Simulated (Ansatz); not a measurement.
# HfO2 monolayer (2H) under biaxial strain in the plane of the sheet, part 2 of 2

Wanted: the shifts of the zone-centre modes of HfO2 monolayer (2H) with strain.

Ansatz 0.2.0; DFT PBE, scalar-relativistic, plane waves, PAW; PAW set soft_1.

So far. Step 4 (Tight relaxation): The largest force component left is 0.79 meV/Å, within the tolerances set.

**5. Modes at rest**

Phonons follow from the second derivative of the energy, found here by linear response.

The modes at rest are the reference of the series.

File input.yaml:

```yaml
crystal:
  lattice:
    - [3.1181450886, 0.0, 0.0]
    - [-1.5590725443, 2.7003928594, 0.0]
    - [0.0, 0.0, 28.7]
  atoms:
    - { symbol: Hf, position: [0.3333333333, 0.6666666667, 0.3484320557] }
    - { symbol: O, position: [0.6666666667, 0.3333333333, 0.3890345354] }
    - { symbol: O, position: [0.6666666667, 0.3333333333, 0.3078295761] }
  periodic: [true, true, false]
kpoints:
  mp_grid: { grid: [12, 12, 1] }
hamiltonian:
  xc: pbe
  pseudopotentials: { kind: paw, azcp: { folder: soft_1 } }
scf:
  occupations: { method: fixed }
output:
  eigenvalues: true
phonons:
  method: dfpt
```

Command:

```bash
> ansatz run input.yaml --threads 4 --pin off --max-ram 16384MiB --backend cpu --events-out ev --progress --plain --runs-dir out
```

Numbers of over 12 decimals in the logs are rounded to 6 here.

Output:

```text
Warning: crystal.symmetry: narrowed to the stabiliser of the run's FFT grids — unitary ops 12 → 6. A phonons.method: dfpt run fills in the rows of the dynamical matrix that it does not solve by its symmetry operations, which is exact only for operations that map its FFT grids onto themselves: filled in by any other, the frequencies could depend on the order in which like atoms are typed, or, by more than the grids' own error, on where the crystal sits among the grids' points. Excluded: 6 operations. The run can therefore solve more perturbations, solve them on more k-points, or both, and cost more. [rest of the remark cut]
[...]
Crystal: 3 atoms, lattice volume = 241.660 Å³
Basis set: ecut = 420 eV, 4667 PW (Γ), exchange–correlation on 48×48×384 points (8 copies of the dense FFT grid, shifted against one another)
Bands: 23, of which v1, the nominal top of the filled ones, is band 19 counted from 1 (18 counted from 0)
Symmetry: 12 space group operations
k-points: 43 of 144 (irreducible under 2 space group operations, time reversal used)
[...]
SCF iter   1: F=—  HF=-16864.223505 eV  |F-HF|=—  |Δ(HF+E_count)|=         —  Δρ=7.52e-2  dr2=1.57e1  ethr=3.10e-3  ⟨swp⟩=7.1  Hψ=5377  notcnv=0  defer=71
[...]
SCF iter  12: F=-16860.207758 eV  HF=-16860.207758 eV  |F-HF|=1.27e-10  |Δ(HF+E_count)|=  4.00e-11  Δρ=1.66e-7  dr2=3.32e-11  ethr=1.00e-12  ⟨swp⟩=18.5  Hψ=10126  notcnv=0
SCF 1 converged in 12 iterations: F = -16860.207758 eV  dr2 = 3.32e-11
[...]
DFPT response loops at Γ: preconditioner auto → none (the input reference at scf.mixing.eps_inf says where Resta's filter doesn't serve); β = 0.50; Broyden in place of MSR1
SCF converged after 12 iterations
Free energy (F): -16860.207758 eV
[...]
Internal energy: -16860.207758 eV  (E = F + TS)
E sigma→0 (E₀):  -16860.207758 eV
Fermi energy:    -8.155326 eV
[...]
--- Band table (eV; the first three rows and the last of 43) ---
  k-point 0: bands = [... 15 lower, -11.2414, -9.8724, -9.8724, -8.3544, -4.5597, -2.8511, -2.0602, -2.0602]
  k-point 1: bands = [... 15 lower, -11.1391, -9.9767, -9.9623, -8.2969, -4.4353, -2.9960, -2.0218, -1.7625]
  k-point 2: bands = [... 15 lower, -10.8602, -10.2229, -10.1945, -8.2084, -4.7642, -2.3552, -2.0061, -1.8906]
  k-point 42: bands = [... 15 lower, -11.1504, -10.1727, -9.8972, -8.2657, -6.1150, -2.3957, -1.1192, -0.2004]
--- Phonons (Γ-DFPT): 6 representative perturbations + reference, on 43 of 144 k-points (Σ response iterations 27) ---
  ASR residual: 2.006e-4 → 0.000e0 eV/Å²; symmetrization residual: 6.723e-6 eV/Å²
  The last average, over the group as it would stand without the narrowing to the FFT grids, took up to 1.251e-6 eV/Å² of the zone centre's force constants
  ASR residual per site (eV/Å²): 2.01e-4 1.71e-4 1.67e-4
  Γ frequencies (cm⁻¹): -182.67 -182.67 0.00 0.00 0.00 362.45 362.45 539.03 682.39
  non-analytic LO–TO correction: not included (Born effective charges unavailable; polar crystals: no LO–TO splitting at Γ)
```

Elapsed: 43 s, on 4 threads of Arm Neoverse V2, shared host; peak memory 1.1 GiB.

This step gave:

```yaml
sum_rule_residual_before_enforcement: 2.01e-4 eV/Å²
point_group: -6m2
highest_optical_mode_at_the_zone_centre_no_lo_to_term: 682.4 cm⁻¹
lowest_optical_zone_centre_mode: -182.7 cm⁻¹
```

Without the LO-TO term. Patterns of degenerate modes are one choice out of their space. Modes at Γ, with each element's share of the kinetic energy (negative means imaginary):

```csv
mode,frequency (cm⁻¹),symmetry,Hf %,O %
1,-182.7,E'',0,100
2,-182.7,E'',0,100
3,0.0,acoustic,85,15
4,0.0,acoustic,85,15
5,0.0,acoustic,85,15
6,362.4,E',15,85
7,362.4,E',15,85
8,539.0,A2'',15,85
9,682.4,A1',0,100
```

Displacements in mode 1 (-182.7 cm⁻¹), the largest set to 1:
```
Hf1  0.00  0.00  0.00
O2   0.45 -1.00  0.00
O3  -0.45  1.00  0.00
```

Displacements in mode 6 (362.4 cm⁻¹), the largest set to 1:
```
Hf1  0.00 -0.18  0.00
O2   0.00  1.00  0.00
O3   0.00  1.00  0.00
```

Before it was imposed, the acoustic sum rule was missed by 2.0e-4 eV/Å². Small misses are needed for a sound result but don't prove that mesh and cutoff are converged. The lowest optical mode is imaginary, 182.7i cm⁻¹, so the energy falls along it.

**6. A member of the series: biaxial strain of +5 % in the plane of the sheet**

The cell takes a biaxial strain of +5 % in the plane of the sheet. The cell is held, and the atoms relax in it.

input.yaml, the sections that differ from step 5:

```yaml
crystal:
  lattice:
    - [3.274052343, 0.0, 0.0]
    - [-1.6370261715, 2.8354125023, 0.0]
    - [0.0, 0.0, 28.7]
  atoms:
    - { symbol: Hf, position: [0.3333333333, 0.6666666667, 0.3484320557] }
    - { symbol: O, position: [0.6666666667, 0.3333333333, 0.3885196271] }
    - { symbol: O, position: [0.6666666667, 0.3333333333, 0.3083444843] }
  periodic: [true, true, false]
output:
  forces: true
  stress: true
  eigenvalues: true
relax:
  adjacent_minimum: "off"
  f_tol: 0.001
  max_steps: 60
# kpoints, hamiltonian, scf: as in step 5
# phonons: removed
```

Output:

```text
[...]
--- Relaxed structure (4 steps of the walk, 3 accepted, 0 SCFs on fresh bases) ---
  F+E_penalty+E_count = -16859.91532568 eV   max|allowed force component| = 2.715e-4 eV/Å
  cell:  # Å, volume = 266.4304 Å³
    - [3.274052, 0.0, 0.0]
    - [-1.637026, 2.835413, 0.0]
    - [0.0, 0.0, 28.7]
  atoms:
    - { symbol: Hf, position: [0.333333, 0.666667, 0.348432] }
    - { symbol: O, position: [0.666667, 0.333333, 0.388432] }
    - { symbol: O, position: [0.666667, 0.333333, 0.308432] }
[key lines of the parts left out:]
SCF converged after 4 iterations
Free energy (F): -16859.915326 eV
Fermi energy:    -7.670420 eV
P = ½ c Tr σ = -10.0908 N/m
```

Elapsed: 12 s, on 4 threads; peak memory 0.56 GiB.

No atom moved by 0.005 Å in the relaxation.

This step gave:

```yaml
gap_on_the_k_mesh: 1.642 eV
area_per_atom: 3.094 Å²
```

The largest force component left is 0.27 meV/Å.

**7. Zone-centre modes of the member: biaxial strain of +5 % in the plane of the sheet**

The zone-centre modes follow for biaxial strain of +5 % in the plane of the sheet.

input.yaml, the sections that differ from step 6:

```yaml
crystal:
  lattice:
    - [3.274052343, 0.0, 0.0]
    - [-1.6370261715, 2.8354125023, 0.0]
    - [0.0, 0.0, 28.7]
  atoms:
    - { symbol: Hf, position: [0.3333333333, 0.6666666667, 0.3484320557] }
    - { symbol: O, position: [0.6666666667, 0.3333333333, 0.3884323138] }
    - { symbol: O, position: [0.6666666667, 0.3333333333, 0.3084317976] }
  periodic: [true, true, false]
output:
  eigenvalues: true
phonons:
  method: dfpt
# kpoints, hamiltonian, scf: as in step 6
# relax: removed
```

Output:

```text
[...]
Crystal: 3 atoms, lattice volume = 266.430 Å³
Basis set: ecut = 420 eV, 5303 PW (Γ), exchange–correlation on 48×48×384 points (8 copies of the dense FFT grid, shifted against one another)
Bands: 23, of which v1, the nominal top of the filled ones, is band 19 counted from 1 (18 counted from 0)
Symmetry: 12 space group operations
k-points: 43 of 144 (irreducible under 2 space group operations, time reversal used)
[...]
SCF iter   1: F=—  HF=-16864.424777 eV  |F-HF|=—  |Δ(HF+E_count)|=         —  Δρ=7.37e-2  dr2=1.76e1  ethr=3.10e-3  ⟨swp⟩=6.3  Hψ=5004  notcnv=0  defer=69
[...]
SCF iter  13: F=-16859.915326 eV  HF=-16859.915326 eV  |F-HF|=1.09e-10  |Δ(HF+E_count)|=   2.79e-9  Δρ=8.86e-8  dr2=1.63e-11  ethr=1.00e-12  ⟨swp⟩=11.0  Hψ=10715  notcnv=2
SCF 1 converged in 13 iterations: F = -16859.915326 eV  dr2 = 1.63e-11
[...]
SCF converged after 13 iterations
Free energy (F): -16859.915326 eV
[...]
Internal energy: -16859.915326 eV  (E = F + TS)
E sigma→0 (E₀):  -16859.915326 eV
Fermi energy:    -7.670404 eV
[...]
--- Band table (eV; the first three rows and the last of 43) ---
  k-point 0: bands = [... 15 lower, -11.0206, -9.6403, -9.6403, -7.8156, -4.8021, -3.2589, -2.1925, -2.1925]
  k-point 1: bands = [... 15 lower, -10.9353, -9.7161, -9.7099, -7.7784, -4.5350, -3.5086, -2.2258, -2.1759]
  k-point 2: bands = [... 15 lower, -10.7006, -9.9125, -9.8884, -7.7136, -4.6217, -3.1304, -2.5199, -2.1155]
  k-point 42: bands = [... 15 lower, -10.8111, -10.0658, -9.6024, -7.7405, -5.9781, -3.0454, -1.9461, -0.9294]
[...]
ASR residual: 1.513e-4 → 0.000e0 eV/Å²; symmetrization residual: 2.097e-5 eV/Å²
[...]
ASR residual per site (eV/Å²): 7.64e-5 8.97e-5 1.51e-4
  Γ frequencies (cm⁻¹): -294.83 -294.83 0.00 0.00 0.00 285.42 285.42 475.33 673.09
[...]
```

Elapsed: 49 s, on 4 threads; peak memory 1.2 GiB; 3.1 min of CPU time.

This step gave:

| Property | Result |
| --- | --- |
| sum-rule residual before enforcement | 1.51e-4 eV/Å² |
| highest optical mode at the zone centre (no LO-TO term) | 673.1 cm⁻¹ |
| lowest optical zone-centre mode | -294.8 cm⁻¹ |

Without the LO-TO term. Patterns of degenerate modes are one choice out of their space. Modes at Γ, with each element's share of the kinetic energy (negative means imaginary):

```csv
mode,frequency (cm⁻¹),symmetry,Hf %,O %
1,-294.8,E'',0,100
2,-294.8,E'',0,100
3,0.0,acoustic,85,15
4,0.0,acoustic,85,15
5,0.0,acoustic,85,15
6,285.4,E',15,85
7,285.4,E',15,85
8,475.3,A2'',15,85
9,673.1,A1',0,100
```

Displacements in mode 1 (-294.8 cm⁻¹), the largest set to 1:
```
Hf1  0.00  0.00  0.00
O2   0.04  1.00  0.00
O3  -0.04 -1.00  0.00
```

Displacements in mode 9 (673.1 cm⁻¹), the largest set to 1:
```
Hf1  0.00  0.00  0.00
O2   0.00  0.00  1.00
O3   0.00  0.00 -1.00
```

The lowest optical mode is imaginary, 294.8i cm⁻¹, so the energy falls along it, and the highest lies at 673.1 cm⁻¹.

**8. Relaxation of a member: biaxial strain of -3 % in the plane of the sheet**

The cell takes a biaxial strain of -3 % in the plane of the sheet. The cell is held, and the atoms relax in it.

input.yaml, the sections that differ from step 7:

```yaml
crystal:
  lattice:
    - [3.0246007359, 0.0, 0.0]
    - [-1.512300368, 2.6193810736, 0.0]
    - [0.0, 0.0, 28.7]
  atoms:
    - { symbol: Hf, position: [0.3333333333, 0.6666666667, 0.3484320557] }
    - { symbol: O, position: [0.6666666667, 0.3333333333, 0.3893997522] }
    - { symbol: O, position: [0.6666666667, 0.3333333333, 0.3074643592] }
  periodic: [true, true, false]
output:
  forces: true
  stress: true
  eigenvalues: true
relax:
  adjacent_minimum: "off"
  f_tol: 0.001
  max_steps: 60
# kpoints, hamiltonian, scf: as in step 7
# phonons: removed
```

Output:

```text
[...]
Crystal: 3 atoms, lattice volume = 227.378 Å³
Basis set: ecut = 420 eV, 4391 PW (Γ), exchange–correlation on 48×48×384 points (8 copies of the dense FFT grid, shifted against one another)
Bands: 23, of which v1, the nominal top of the filled ones, is band 19 counted from 1 (18 counted from 0)
Symmetry: 12 space group operations
[...]
--- Relaxed structure (4 steps of the walk, 4 accepted, 0 SCFs on fresh bases) ---
  F+E_penalty+E_count = -16860.08570132 eV   max|allowed force component| = 1.541e-4 eV/Å
  cell:  # Å, volume = 227.3781 Å³
    - [3.024601, 2.8867533068567832e-11, 0.0]
    - [-1.512300, 2.619381, 0.0]
    - [0.0, 0.0, 28.7]
  atoms:
    - { symbol: Hf, position: [0.333333, 0.666667, 0.3484320557] }
    - { symbol: O, position: [0.666667, 0.333333, 0.389613] }
    - { symbol: O, position: [0.666667, 0.333333, 0.307251] }
[key lines of the parts left out:]
SCF converged after 4 iterations
Free energy (F): -16860.085701 eV
Fermi energy:    -8.454681 eV
P = ½ c Tr σ = 8.1834 N/m
```

The job ended after 11 s (4 threads; peak memory 0.53 GiB; 41 s of CPU time).

Step by step:

```csv
step,energy less that of the first step (eV),largest force component (eV/Å)
1,0.0000,0.1718
2,-0.0008,0.0812
3,-0.0010,0.0003
4,-0.0010,0.0002
```

The run keeps the 12 symmetry operations that it works with, so distortions that break them were not tested.

Final coordinates:

```xyz
3
Lattice="3.0246 0.0000 0.0000 -1.5123 2.6194 0.0000 0.0000 0.0000 28.7000" Properties=species:S:1:pos:R:3
Hf    0.0000    1.7463   10.0000
O     1.5123    0.8731   11.1819
O     1.5123    0.8731    8.8181
```

Numbers from this step:

| Item | Value |
| --- | --- |
| gap on the k-mesh | 2.222 eV |
| area per atom | 2.641 Å² |

The largest force component left is 0.15 meV/Å.

**9. Modes of this member: biaxial strain of -3 % in the plane of the sheet**

The zone-centre modes follow for biaxial strain of -3 % in the plane of the sheet.

input.yaml, the sections that differ from step 8:

```yaml
crystal:
  lattice:
    - [3.0246007359, 0.0, 0.0]
    - [-1.512300368, 2.6193810736, 0.0]
    - [0.0, 0.0, 28.7]
  atoms:
    - { symbol: Hf, position: [0.3333333333, 0.6666666667, 0.3484320557] }
    - { symbol: O, position: [0.6666666667, 0.3333333333, 0.3896129144] }
    - { symbol: O, position: [0.6666666667, 0.3333333333, 0.307251197] }
  periodic: [true, true, false]
output:
  eigenvalues: true
phonons:
  method: dfpt
# kpoints, hamiltonian, scf: as in step 8
# relax: removed
```

Output:

```text
[...]
Crystal: 3 atoms, lattice volume = 227.378 Å³
Basis set: ecut = 420 eV, 4391 PW (Γ), exchange–correlation on 48×48×384 points (8 copies of the dense FFT grid, shifted against one another)
Bands: 23, of which v1, the nominal top of the filled ones, is band 19 counted from 1 (18 counted from 0)
Symmetry: 12 space group operations
[...]
k-point 2: bands = [... 15 lower, -10.9015, -10.4176, -10.3254, -8.5169, -4.9332, -1.8340, -1.8332, -1.6894]
  k-point 42: bands = [... 15 lower, -11.3236, -10.2103, -10.0804, -8.6025, -6.2326, -1.9759, -0.5927, 0.2162]
[...]
ASR residual: 6.016e-5 → 0.000e0 eV/Å²; symmetrization residual: 3.696e-6 eV/Å²
[...]
ASR residual per site (eV/Å²): 6.02e-5 4.43e-5 4.55e-5
  Γ frequencies (cm⁻¹): 0.00 0.00 0.00 14.73 14.73 401.54 401.54 580.18 687.19
[...]
[key lines of the parts left out:]
SCF converged after 11 iterations
Free energy (F): -16860.085701 eV
Fermi energy:    -8.454689 eV
```

Run time: 46 s. Hardware: 4 threads; peak memory 1.1 GiB.

Numbers from this step:

| Property | Result |
| --- | --- |
| sum-rule residual before enforcement | 6.02e-5 eV/Å² |
| highest optical mode at the zone centre (no LO-TO term) | 687.2 cm⁻¹ |
| lowest optical zone-centre mode | 14.73 cm⁻¹ |

Without the LO-TO term. Patterns of degenerate modes are one choice out of their space. Modes at Γ, with each element's share of the kinetic energy:

```csv
mode,frequency (cm⁻¹),symmetry,Hf %,O %
1,0.0,acoustic,85,15
2,0.0,acoustic,85,15
3,0.0,acoustic,85,15
4,14.7,E'',0,100
5,14.7,E'',0,100
6,401.5,E',15,85
7,401.5,E',15,85
8,580.2,A2'',15,85
9,687.2,A1',0,100
```

Displacements in mode 4 (14.7 cm⁻¹), the largest set to 1:
```
Hf1  0.00  0.00  0.00
O2   0.27 -1.00  0.00
O3  -0.27  1.00  0.00
```

Displacements in mode 7 (401.5 cm⁻¹), the largest set to 1:
```
Hf1  0.00 -0.18  0.00
O2   0.00  1.00  0.00
O3   0.00  1.00  0.00
```

The lowest optical mode is real, 14.7 cm⁻¹, and the highest lies at 687.2 cm⁻¹.

**10. All members side by side**

The members are set side by side, also those not shown above.

Energies are extrapolated to zero smearing, and E0 is that at rest; imaginary frequencies occur in the series; the cell is clamped and the atoms are relaxed. State of the crystal along the series:

```csv
strain (%),E - E0 (meV/atom),gap on mesh (eV)
-3,40.69,2.222
-2,17.78,2.165
-1,4.364,2.104
0,0,2.04
1,4.19,1.973
2,16.51,1.905
3,36.45,1.826
4,63.59,1.733
5,97.48,1.642
```

Optical modes are counted from below at rest and tracked from member to member by their patterns, and modes that stay within 0.3 cm⁻¹ of each other stand once; labels, where given, are those at rest; imaginary frequencies occur in the series; the cell is clamped and the atoms are relaxed. Optical modes along the series:

```csv
strain (%),optical mode 1 E'' (cm⁻¹),optical mode 2 E' (cm⁻¹),optical mode 3 A2'' (cm⁻¹),optical mode 4 A1' (cm⁻¹)
-3,14.73,401.5,580.2,687.2
-2,-104.5,389.2,566.3,685.6
-1,-148.8,376.2,552.5,684
0,-182.7,362.4,539,682.4
1,-211,348.1,525.8,680.8
2,-235.7,333.2,512.8,679.1
3,-257.5,317.8,500,677.2
4,-277.1,301.8,487.5,675.2
5,-294.8,285.4,475.3,673.1
```

Value and slope at zero strain of a cubic (a lower polynomial where under five rows exist) through the rows within 2 % of rest. Slopes at rest:

```csv
mode,frequency (cm⁻¹),shift per percent of strain (cm⁻¹)
optical mode 2 E',362.5,-14.03
optical mode 3 A2'',539,-13.39
optical mode 4 A1',682.4,-1.6
```

**11. Outcome**

```yaml
members: 9
highest_optical_mode_at_the_zone_centre_no_lo_to_term_at_rest: 682.4 cm⁻¹
optical_mode_2_e_shift_per_percent: -14.03 cm⁻¹
optical_mode_3_a2_shift_per_percent: -13.39 cm⁻¹
optical_mode_4_a1_shift_per_percent: -1.60 cm⁻¹
```

What this shows: The fastest shift in the table of slopes is -14.0 cm⁻¹ for each percent (optical mode 2 E'). A mode is imaginary at strain (%) -2, -1, 0, 1, 2, 3, 4 and 5, where this structure is not a minimum. These are harmonic frequencies at zero temperature: anharmonic shifts, linewidths and thermal expansion are left out. Spin-orbit coupling is left out, which can matter for the heavy elements here. The starting cell was built on a prototype and not taken from a measurement. Only the zone centre was solved, so an instability at another wavevector cannot show here. In a sheet the LO-TO splitting vanishes at the zone centre, so no such term is missing here.

[Logs are printed without paths, hosts, clocks, repeated set-up lines and the standing remarks that a program may print on its own settings, such as how far it seeks lower states.]

[Hosts, paths, dates, database ids (printed as entryN), source tags and the programs' standing remarks are cut or masked in the printed files.]
